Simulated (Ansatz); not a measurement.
# MoS2 under changes of volume

One of the cells (17.750 Å³/atom); the others are scaled copies at fixed shape and fractional positions:

```
Mo S
1.0
     1.58550    0.91539    6.11500
    -1.58550    0.91539    6.11500
     0.00000   -1.83078    6.11500
Mo S
1 2
Cartesian
  0.0000 0.0000 0.0000
  0.0000 0.0000 4.5862
  0.0000 0.0000 13.7587
```

Measurements of this composition are mostly on another form, of space group No. 194.

- Program: Ansatz 0.2.0
- Functional: r2SCAN
- Potentials or basis: Ansatz PAW
- Cutoff: 500 eV (not typed: the program's choice for these potentials)
- k mesh: 10 × 10 × 10
- Occupations: fermi-dirac, width 0.05 eV
- Spin: no spin polarisation

```csv
volume (Å³/atom),energy over the lowest point (meV/atom),pressure (GPa),largest force (eV/Å)
16.685,100.86,18.9,2.027
17.040,?,?,?
17.395,36.18,10.6,1.177
17.750,16.82,7.0,0.798
18.105,5.01,3.8,0.446
18.460,0.00,0.8,0.118
18.815,1.13,-1.8,0.186
```

What does the run at 17.040 Å³/atom give?

Energy over the lowest point 63.89 meV/atom; pressure 14.5 GPa; largest force 1.586 eV/Å.

Worked out: A Birch-Murnaghan fit of order 3 (a polynomial in V^(-2/3)) to the other rows has its minimum at 18.57 Å³/atom with B0 = V·E''(V) = 141 GPa and B' = 4.3 at fixed shape and positions, which overstates the stiffness. It gives 63.88 meV/atom at 17.040 Å³/atom, against the run's 63.89, and -dE/dV = 14.5 GPa, against 14.5.

Energies are extrapolated to zero smearing.

Caveats: the cell's inner coordinates are idealised or old, which leaves forces on the atoms; the PAW data sets come from PBE, with cores solved anew for the run's functional, which leaves a small shift of forces and pressure.
